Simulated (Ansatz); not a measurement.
## How far is this WS2 from the hull?

Method: DFT PBE, scalar-relativistic, plane waves, PAW (Ansatz 0.2.0). All cells share a 420 eV cutoff and Γ-centred k meshes spaced at most about 0.3 Å⁻¹ (about 0.25 or finer for metals, 2π included). Spin is collinear in cells that carry moments; the others ran without spin or lost their moments.

Energies over the elements count from the elements' standard structures at the same level, with no fitted energy shifts.

All energies are static (0 K, no zero-point motion). No dispersion correction is applied, so the spacing and binding between layers, chains or molecules are poorly described (P6_3/mmc), and this can change margins and order among such cells. Spin–orbit coupling, which can matter for W, is left out. The reference form of S is held partly by dispersion forces, which this level lacks. Another magnetic order may lie lower.

The competitors are the elements and 1 reference phase of this chemical system (from databases or known types: WS2), relaxed at the same level; other known phases may be missing.

The candidate was reached from: ordered vacancies on the cation sites of caesium chloride.

```
S W
1.0
     0.00000    2.96956    2.96956
     2.96956    0.00000    2.96956
     2.96956    2.96956    0.00000
S W
2 1
Direct
  0.25000 0.25000 0.25000
  0.75000 0.75000 0.75000
  0.00000 0.00000 0.00000
```

**Question.** Where does it stand against these competitors?

**Answer.** Not the lowest form: another structure of the same formula lies lower. Its formation energy is -0.026 eV/atom. The lowest competing phase at this composition is this:

| phase | space group | source | share of atoms | ΔE_f (eV/atom) |
| --- | --- | --- | --- | --- |
| WS2 | P6_3/mmc (No. 194) | Materials Project | 1.0000 | -0.833 |

The candidate lies 0.81 eV/atom above this phase. The candidate matches no cell in the subsets of the Crystallography Open Database and the Materials Project at hand. A phase this far over the hull is unlikely to be made. It has the fluorite type. It carries parallel moments up to 1.2 μB.
